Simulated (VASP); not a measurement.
A run of VASP 6.6.1:

File INCAR:

```
SYSTEM = TiPbO3
PREC = Accurate ; ENCUT = 600
EDIFF = 1E-6 ; ISMEAR = 0
SIGMA = 0.03 ; LREAL = .FALSE.
LASPH = .TRUE. ; NELM = 80
ALGO = Normal ; ISIF = 3
LWAVE = .FALSE. ; LCHARG = .FALSE.
GGA = CA ; IBRION = 2
NSW = 90 ; EDIFFG = -0.01
KPAR = 2
```

KPOINTS

```
Automatic mesh
0
G
  8 8 8
  0 0 0
```

File POSCAR:

```
TiPbO3
1.0
    3.8992000000      0.0000000000      0.0000000000
    0.0000000000      3.8992000000      0.0000000000
    0.0000000000      0.0000000000      4.1499000000
Ti Pb O
1 1 3
Direct
    0.5000000000      0.5000000000      0.5382000000
    0.0000000000      0.0000000000      0.0000000000
    0.5000000000      0.5000000000      0.1130000000
    0.5000000000      0.0000000000      0.6150000000
    0.0000000000      0.5000000000      0.6150000000
```

Potentials or basis: VASP PAW LDA potentials, release 64 (Ti_sv, Pb_d, O).

The run is started by

```sh
$ cat potpaw_LDA.64/Ti_sv/POTCAR potpaw_LDA.64/Pb_d/POTCAR potpaw_LDA.64/O/POTCAR > POTCAR
$ mpirun -np 2 vasp_std > vasp.out
```

Hardware: 2 MPI ranks on Intel(R) Xeon(R) 6975P-C (Granite Rapids) (shared host).

Q: Estimate the wall time of this run.

A: Run time: 7.4 min on 2 MPI ranks on Intel(R) Xeon(R) 6975P-C (Granite Rapids), with other jobs on the host, peak memory 0.28 GiB a rank. Counts: scf iterations 149, k points 75, ion steps 21.
